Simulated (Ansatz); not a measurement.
Sc: single point with PBE

The system is Sc.

```xyz
1
Lattice="-1.9172 1.9172 1.7176 1.9172 -1.9172 1.7176 1.9172 1.9172 -1.7176" Properties=species:S:1:pos:R:3 pbc="T T T"
Sc    0.0000    0.0000    0.0000
```

This isn't the form of Sc at room conditions, which is hcp.

```
Program             : Ansatz 0.2.0
Task                : single point
Functional          : PBE
Potentials or basis : all-electron LAPW, scalar-relativistic
Cutoff              : 171 eV (chosen from the basis error)
Basis error allowed : 0.001 eV/atom
k mesh              : 10 × 10 × 10
Occupations         : gaussian, width 0.02 eV
Spin                : no spin polarisation
```

```
Pressure               : -0.9 GPa
Band gap on the k mesh : none (metal or under the smearing width)
```

Stress tensor (GPa, compression positive):
```
-1.09  0.00  0.00
 0.00 -1.09  0.00
 0.00  0.00 -0.43
```

Levels at points of the mesh, in eV from the Fermi level:
```tsv
k point	band 1	band 2	band 3	band 4	band 5	band 6	band 7	band 8	band 9	band 10
(0.00, 0.00, 0.00)	-49.65	-28.07	-28.07	-28.04	-5.17	1.02	1.70	1.70	2.34	3.11
(0.00, 0.00, -0.50)	-49.59	-28.43	-28.14	-28.06	-1.83	0.06	0.86	2.24	2.87	3.97
(0.00, -0.50, 0.00)	-49.59	-28.42	-28.19	-28.08	-1.69	0.06	0.63	2.74	3.44	4.02
(-0.50, -0.50, -0.50)	-49.55	-28.34	-28.34	-28.24	-1.27	-1.06	3.72	3.72	3.86	5.22
```

It took 4.9 s on 1 thread of Intel(R) Xeon(R) Platinum 8259CL CPU @ 2.50GHz (Skylake/Cascade Lake) (shared host), peak memory 0.29 GiB.
